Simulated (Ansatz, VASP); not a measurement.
# One calculation of Li4Se3, two programs

The input INCAR:

```
ALGO     = Normal         # electronic algorithm
EDIFF    = 1E-6           # SCF threshold, eV
ENCUT    = 520            # plane-wave cutoff, eV
GGA      = PE             # functional
ISIF     = 2              # what is computed and relaxed
ISMEAR   = 0              # smearing method
LASPH    = True           # aspherical terms in the spheres
LCHARG   = True           # write CHGCAR
LELF     = True           # ELF
LREAL    = False          # projectors in reciprocal space
LVHAR    = True         
LWAVE    = False          # write WAVECAR
NBANDS   = 24             # bands
NELM     = 100            # most SCF steps
PREC     = Accurate       # precision mode
SIGMA    = 0.1            # smearing width, eV
```

Contents of KPOINTS:

```
k-points
0
Gamma
  4 4 4
```

File POSCAR:

```
Li4Se3
1.0
    5.1819134100      0.0000000000      0.0000000000
    0.0000000000      5.1819134100      0.0000000000
    0.0000000000      0.0000000000      5.1819134100
Li Se
4 3
Direct
    0.7500000000      0.7500000000      0.7500000000
    0.7500000000      0.2500000000      0.2500000000
    0.2500000000      0.7500000000      0.2500000000
    0.2500000000      0.2500000000      0.7500000000
    0.0000000000      0.0000000000      0.5000000000
    0.0000000000      0.5000000000      0.0000000000
    0.5000000000      0.0000000000      0.0000000000
```

Input for Ansatz:

```yaml
crystal:
  lattice:
    - [5.18191341, 0.0, 0.0]
    - [0.0, 5.18191341, 0.0]
    - [0.0, 0.0, 5.18191341]
  atoms:
    - { symbol: Li, position: [0.75, 0.75, 0.75] }
    - { symbol: Li, position: [0.75, 0.25, 0.25] }
    - { symbol: Li, position: [0.25, 0.75, 0.25] }
    - { symbol: Li, position: [0.25, 0.25, 0.75] }
    - { symbol: Se, position: [0.0, 0.0, 0.5] }
    - { symbol: Se, position: [0.0, 0.5, 0.0] }
    - { symbol: Se, position: [0.5, 0.0, 0.0] }
basis:
  ecutwfc: 420
kpoints:
  mp_grid: { grid: [4, 4, 4] }
hamiltonian:
  xc: pbe
scf:
  occupations: { method: gaussian, width: 0.1 }
  lower_state_search: "off"
output:
  forces: true
  stress: true
  eigenvalues: true
```

Change from the starting cell: ordered vacancies on the anion sites of zinc blende (P-43m, No. 215).

Alike in both runs: task single point; functional PBE; k mesh 4 × 4 × 4; occupations gaussian, width 0.1 eV; no spin polarisation.

|  | VASP | Ansatz |
| --- | --- | --- |
| version | VASP 6.6.1 | Ansatz 0.2.0 |
| potentials or method | VASP PAW PBE potentials, release 64 (Li_sv, Se) | scalar-relativistic, plane waves, PAW |
| plane-wave cutoff (eV) | 520 | 420 |
| valence electrons in the cell | 30 | 60 |

|  | VASP | Ansatz | Ansatz less VASP |
| --- | --- | --- | --- |
| gap on the k mesh at the Fermi level (eV) | none | none | - |
| rms of the force components (eV/Å) | 0.327 | 0.316 | -0.0102 |

A gap of «none» marks a metal or a gap that the smearing closes. The two sets of potentials don't hold the same shells in valence.
